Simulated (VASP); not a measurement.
# InSe (P6_3/mmc) in VASP: notebook, part 2 of 2

VASP 6.6.1.

### 3 Band structure, LDA

File INCAR:

```
SYSTEM = InSe
PREC = Accurate
ENCUT = 520
EDIFF = 1E-6
ISMEAR = 0
SIGMA = 0.03
LREAL = .False.
LASPH = .True.
NELM = 80
ALGO = Fast
ISIF = 2
LWAVE = .False.
LCHARG = .False.
NBANDS = 48
KPAR = 2
```

File KPOINTS:

```
Automatic mesh
0
Gamma
  9 9 2
  0 0 0
```

File POSCAR:

```
InSe                                    
1.0
    4.0325940883     -0.0000000000      0.0000000000
   -2.0162970441      3.4923289236      0.0000000000
    0.0000000000     -0.0000000000     16.7578863181
  In              Se            
     4     4
Direct
     0.3333333332999970    0.6666666667000030    0.1666317070947020
     0.6666666667000030    0.3333333332999970    0.6666317070947020
     0.3333333332999970    0.6666666667000030    0.3333682929052980
     0.6666666667000030    0.3333333332999970    0.8333682929052980
     0.3333333332999970    0.6666666667000030    0.5897259163387023
     0.6666666667000030    0.3333333332999970    0.0897259163387023
     0.3333333332999970    0.6666666667000030    0.9102740836612977
     0.6666666667000030    0.3333333332999970    0.4102740836612977
```

KPOINTS_OPT is that of step 2.

Potentials or basis: VASP PAW LDA potentials, release 64 (In_d, Se).

Run with:

```sh
> cat potpaw_LDA.64/In_d/POTCAR potpaw_LDA.64/Se/POTCAR > POTCAR
> mpirun -np 2 vasp_std > vasp.out
```

OUTCAR:

```text
SYSTEM = InSe
   PREC = Accurate
   ENCUT = 520
   EDIFF = 1E-6
   ISMEAR = 0
   LREAL = .False.
   LASPH = .True.
   NELM = 80
   ISIF = 2

 ion  position               nearest neighbor table
   1  0.333  0.667  0.167-   6 2.66   6 2.66   6 2.66   3 2.79
   2  0.667  0.333  0.667-   5 2.66   5 2.66   5 2.66   4 2.79
   3  0.333  0.667  0.333-   8 2.66   8 2.66   8 2.66   1 2.79
   4  0.667  0.333  0.833-   7 2.66   7 2.66   7 2.66   2 2.79
   5  0.333  0.667  0.590-   2 2.66   2 2.66   2 2.66
   6  0.667  0.333  0.090-   1 2.66   1 2.66   1 2.66
   7  0.333  0.667  0.910-   4 2.66   4 2.66   4 2.66
   8  0.667  0.333  0.410-   3 2.66   3 2.66   3 2.66

  LATTYP: Found a hexagonal cell.
 ALAT       =     4.0325940883
 C/A-ratio  =     4.1556095037

  Lattice vectors:

 A1 = (   4.0325940883,   0.0000000000,   0.0000000000)
 A2 = (  -2.0162970441,   3.4923289236,   0.0000000000)
 A3 = (   0.0000000000,   0.0000000000,  16.7578863181)

Analysis of symmetry for initial positions (statically):
=====================================================================
 Subroutine PRICEL returns:
 Original cell was already a primitive cell.

 Routine SETGRP: Setting up the symmetry group for a
 hexagonal supercell.

 Subroutine GETGRP returns: Found 24 space group operations
 (whereof 12 operations were pure point group operations)
 out of a pool of 24 trial point group operations.

The static configuration has the point symmetry D_3d.
 The point group associated with its full space group is D_6h.

Analysis of symmetry for dynamics (positions and initial velocities):
=====================================================================
 Subroutine PRICEL returns:
 Original cell was already a primitive cell.

 Routine SETGRP: Setting up the symmetry group for a
 hexagonal supercell.

 Subroutine GETGRP returns: Found 24 space group operations
 (whereof 12 operations were pure point group operations)
 out of a pool of 24 trial point group operations.

The dynamic configuration has the point symmetry D_3d.
 The point group associated with its full space group is D_6h.

 Subroutine INISYM returns: Found 24 space group operations
 (whereof 12 operations are pure point group operations),
 and found     1 'primitive' translations

----------------------------------------------------------------------------------------

                                     Primitive cell

  volume of cell :     236.0037

  direct lattice vectors                    reciprocal lattice vectors
     4.032594088  0.000000000  0.000000000     0.247979335  0.143170936  0.000000000
    -2.016297044  3.492328924  0.000000000     0.000000000  0.286341872  0.000000000
     0.000000000  0.000000000 16.757886318     0.000000000  0.000000000  0.059673397

  length of vectors
     4.032594088  4.032594088 16.757886318     0.286341872  0.286341872  0.059673397

  position of ions in fractional coordinates (direct lattice)
     0.333333333  0.666666667  0.166631707
[... 44 lines left out ...]

 Following reciprocal coordinates:
            Coordinates               Weight
  0.000000  0.000000  0.000000      1.000000
  0.111111  0.000000  0.000000      6.000000
  0.222222 -0.000000  0.000000      6.000000
  0.333333  0.000000  0.000000      6.000000
  0.444444 -0.000000  0.000000      6.000000
  0.111111  0.111111  0.000000      6.000000
[... 16 lines left out ...]
  0.333333  0.222222  0.500000     12.000000
  0.333333  0.333333  0.500000      2.000000
   k-points           NKPTS =     24   k-points in BZ     NKDIM =     24   number of bands    NBANDS=     48
   number of dos      NEDOS =    301   number of ions     NIONS =      8
   total plane-waves  NPLWV = 113400
   dimension x,y,z NGX =    30 NGY =   30 NGZ =  126
   dimension x,y,z NGXF=    60 NGYF=   60 NGZF=  252
   ions per type =               4   4
   NGX,Y,Z   is equivalent  to a cutoff of  12.37, 12.37, 12.50 a.u.
   NGXF,Y,Z  is equivalent  to a cutoff of  24.74, 24.74, 25.00 a.u.
 SYSTEM =  InSe
   PREC   = accura    normal or accurate (medium, high low for compatibility)
   ISTART =      0    job   : 0-new  1-cont  2-samecut
   ICHARG =      2    charge: 1-file 2-atom 10-const
   ISPIN  =      1    spin polarized calculation?
   LNONCOLLINEAR =      F non collinear calculations
   LSORBIT =      F    spin-orbit coupling
   LASPH  =      T    aspherical Exc in radial PAW
   ENCUT  =  520.0 eV  38.22 Ry    6.18 a.u.   7.50  7.50 31.16*2*pi/ulx,y,z
   NELM   =     80;   NELMIN=  2; NELMDL= -5     # of ELM steps
   EDIFF  = 0.1E-05   stopping-criterion for ELM
   LREAL  =      F    real-space projection
   EDIFFG = 0.1E-04   stopping-criterion for IOM
   NSW    =      0    number of steps for IOM
   IBRION =     -1    ionic relax: 0-MD 1-quasi-New 2-CG
   NFREE  =      0    steps in history (QN), initial steepest desc. (CG)
   ISIF   =      2    stress and relaxation
   ISYM   =      2    0-nonsym 1-usesym 2-fastsym
   POTIM  = 0.5000    time-step for ionic-motion
   TEBEG  =    0.0;   TEEND  =   0.0 temperature during run
   PSTRESS=    0.0 pullay stress
   NELECT =      76.0000    total number of electrons
   NUPDOWN=      -1.0000    fix difference up-down
   EMIN   =  10.00;   EMAX   =-10.00  energy-range for DOS
   EFERMI =   0.00;   METHOD = LEGACY
   ISMEAR =     0;   SIGMA  =   0.03  broadening in eV -4-tet -1-fermi 0-gaus
   EFERMI_NEDOS =   21; number of points for ismear=-14 and -15
   IALGO  =     68    algorithm
   IMIX   =      4    mixing-type and parameters
     AMIX     =   0.40;   BMIX     =  1.00
     AMIX_MAG =   1.60;   BMIX_MAG =  1.00
  volume/ion in A,a.u.               =      29.50       199.08
  Fermi-wavevector in a.u.,A,eV,Ry     =   1.122121  2.120501 17.131854  1.259156
  Thomas-Fermi vector in A             =   2.258779
   LORBIT       =      0    0 simple, 1 ext, 2 COOP (PROOUT), +10 PAW based schemes
   GGA     = CA    functional components
   LHFCALC =     F    Hartree Fock is set to
   AEXX    =    0.0000 exact exchange contribution
   IVDW    =     0    specifies the selected vdW correction
   LEPSILON=     F    determine dielectric tensor
   LRPA    =     F    only Hartree local field effects (RPA)
 non-spin polarized calculation
 RMM-DIIS sequential band-by-band and
 Gauss-broadening in eV      SIGMA  =   0.03
  energy-cutoff  :      520.00
  volume of cell :      236.00
 maximum number of plane-waves:      6394
 NGX is ok and might be reduce to    30
   NGX = 15   NGY = 15   NGZ = 63

 number of electron      76.0000013 magnetization

 Free energy of the ion-electron system (eV)
  ---------------------------------------------------
  ext. energy  EPLUGINS =         0.00000000
  ---------------------------------------------------
  free energy    TOTEN  =       -33.24822686 eV

  energy without entropy =      -33.24822664  energy(sigma->0) =      -33.24822675

 E-fermi :   3.9286     XC(G=0):  -9.2279

 val. band max:        3.8500029460   @ k =   0.0000   0.0000   0.0000
 cond. band min:       4.0071914196   @ k =   0.0000   0.0000   0.0000
 fundamental gap:      0.1571884737
 Fermi energy:         3.9285973419

 k-point     1 :       0.0000    0.0000    0.0000
  band No.  band energies     occupation
      1     -10.8924      2.00000
      2     -10.8915      2.00000
      3     -10.7020      2.00000
      4     -10.7020      2.00000
      5     -10.7016      2.00000
      6     -10.7016      2.00000
[... 1213 lines left out ...]
     47       9.3357      0.00000
     48       9.3371      0.00000

------------------------ aborting loop because EDIFF is reached ----------------------------------------

  FORCE on cell =-STRESS in cart. coord.  units (eV):
  Direction    XX          YY          ZZ          XY          YZ          ZX
  --------------------------------------------------------------------------------------
  -------------------------------------------------------------------------------------
  Total       -3.4062673     -3.4062673     -3.4784415     -0.0000000      0.0000000      0.0000000
  in kB      -23.1243968    -23.1243968    -23.6143718     -0.0000000      0.0000000      0.0000000
  external PRESSURE =     -23.2877218 kB  Pullay stress =       0.0000000 kB

 VOLUME and BASIS-vectors are now :
 -----------------------------------------------------------------------------
  energy-cutoff  :      520.00
  volume of cell :      236.00
      direct lattice vectors                 reciprocal lattice vectors
     4.032594088  0.000000000  0.000000000     0.247979335  0.143170936  0.000000000
    -2.016297044  3.492328924  0.000000000     0.000000000  0.286341872  0.000000000
     0.000000000  0.000000000 16.757886318     0.000000000  0.000000000  0.059673397

 POSITION                                       TOTAL-FORCE (eV/Angst)
 -----------------------------------------------------------------------------------
     -0.00000      2.32822      2.79240         0.000000     -0.000000     -0.102628
      2.01630      1.16411     11.17134        -0.000000      0.000000     -0.102628
     -0.00000      2.32822      5.58655        -0.000000     -0.000000      0.102628
      2.01630      1.16411     13.96549        -0.000000      0.000000      0.102628
     -0.00000      2.32822      9.88256         0.000000     -0.000000      0.298721
      2.01630      1.16411      1.50362         0.000000      0.000000      0.298721
     -0.00000      2.32822     15.25427         0.000000     -0.000000     -0.298721
      2.01630      1.16411      6.87533        -0.000000      0.000000     -0.298721
 -----------------------------------------------------------------------------------
    total drift:                               -0.000000      0.000000      0.000000

  FREE ENERGIE OF THE ION-ELECTRON SYSTEM (eV)
  ---------------------------------------------------
  free  energy   TOTEN  =       -33.2482268617 eV

  energy  without entropy=      -33.2482266433  energy(sigma->0) =      -33.24822675
```

It took 13 min on 2 MPI ranks of Intel Xeon Platinum 8559C (Emerald Rapids), shared host; peak memory 0.5 GiB.

What came out:

```
Free energy             : -33.2482 eV
Pressure                : -2.3 GPa
Largest force           : 0.299 eV/Å
Band gap on the k mesh  : 0.16 eV, direct
Band gap along the path : 0.16 eV, direct
```

Forces on the atoms (eV/Å):
```
In   0.000  0.000 -0.103
In   0.000  0.000 -0.103
In   0.000  0.000  0.103
In   0.000  0.000  0.103
Se   0.000  0.000  0.299
Se   0.000  0.000  0.299
Se   0.000  0.000 -0.299
Se   0.000  0.000 -0.299
```

Levels at the corners of the path, in eV from the valence-band top:
```
point  band 34  band 35  band 36  band 37  band 38  band 39  band 40  band 41  band 42  band 43
    Γ    -1.16    -1.16    -1.08    -1.08     0.00     0.16     1.62     1.95     1.96     4.10
    M    -2.17    -2.13    -2.07    -1.97    -1.37     0.95     1.10     1.82     1.84     3.20
    M    -2.17    -2.13    -2.07    -1.97    -1.37     0.95     1.10     1.82     1.84     3.20
    K    -2.73    -2.12    -2.12    -1.71    -1.71     1.41     2.04     2.29     2.29     3.16
    K    -2.73    -2.12    -2.12    -1.71    -1.71     1.41     2.04     2.29     2.29     3.16
    Γ    -1.16    -1.16    -1.08    -1.08     0.00     0.16     1.62     1.95     1.96     4.10
    Γ    -1.16    -1.16    -1.08    -1.08     0.00     0.16     1.62     1.95     1.96     4.10
    A    -1.12    -1.12    -1.12    -0.99    -0.99     1.09     1.09     1.97     1.97     4.17
    A    -1.12    -1.12    -1.12    -0.99    -0.99     1.09     1.09     1.97     1.97     4.17
    L    -2.30    -2.05    -2.05    -1.75    -1.75     1.33     1.33     1.47     1.47     3.43
    L    -2.30    -2.05    -2.05    -1.75    -1.75     1.33     1.33     1.47     1.47     3.43
    H    -2.56    -2.43    -2.43    -1.54    -1.54     1.67     1.67     2.14     2.14     3.33
    H    -2.56    -2.43    -2.43    -1.54    -1.54     1.67     1.67     2.14     2.14     3.33
    A    -1.12    -1.12    -1.12    -0.99    -0.99     1.09     1.09     1.97     1.97     4.17
    L    -2.30    -2.05    -2.05    -1.75    -1.75     1.33     1.33     1.47     1.47     3.43
    M    -2.17    -2.13    -2.07    -1.97    -1.37     0.95     1.10     1.82     1.84     3.20
    K    -2.73    -2.12    -2.12    -1.71    -1.71     1.41     2.04     2.29     2.29     3.16
    H    -2.56    -2.43    -2.43    -1.54    -1.54     1.67     1.67     2.14     2.14     3.33
```

Caveat: spin-orbit coupling is left out, which moves the levels of the heavy elements.
